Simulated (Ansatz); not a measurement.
Crystal: Te2Mo.

```
Te Mo
1.0
     3.51820    0.00000    0.00000
    -1.75910    3.04685    0.00000
     0.00000    0.00000   13.97360
Te Mo
4 2
Cartesian
  1.7591 1.0156 5.2960
  0.0000 2.0312 12.2828
  1.7591 1.0156 1.6908
  0.0000 2.0312 8.6776
  1.7591 1.0156 10.4802
  0.0000 2.0312 3.4934
```

Base run:

| Quantity | Value |
| --- | --- |
| Program | Ansatz 0.2.0 |
| Functional | PBE |
| Potentials or basis | Ansatz PAW |
| Cutoff | 420 eV (not typed: the program's choice for these potentials) |
| k mesh | 9 × 9 × 2 |
| Occupations | fermi-dirac, width 0.05 eV |
| Spin | no spin polarisation |

Its results: band gap on the k mesh 0.78 eV, indirect (least direct gap 1.04 eV); pressure 2.9 GPa; largest force 0.175 eV/Å.

The run is repeated on the same cell with these changes: functional from PBE to r2SCAN; cutoff from 420 eV (not typed: the program's choice for these potentials) to 500 eV (not typed: the program's choice for these potentials). What comes out?

Band gap on the k mesh 0.89 eV, indirect (least direct gap 1.13 eV); pressure 2.2 GPa; largest force 0.078 eV/Å.

r2SCAN gives the wider gap, since meta-GGAs in the generalised Kohn-Sham scheme recover part of the derivative discontinuity.

Caveats: the k mesh misses the band edges, so the gap on the mesh is wider than the one along the path; spin-orbit coupling is left out, which moves the levels of the heavy elements; this functional lacks dispersion, which binds the layers, so the pressure and a relaxed spacing across them are unreliable (some runs); the PAW data sets come from PBE, with cores solved anew for the run's functional, which leaves a small shift of forces and pressure (some runs).
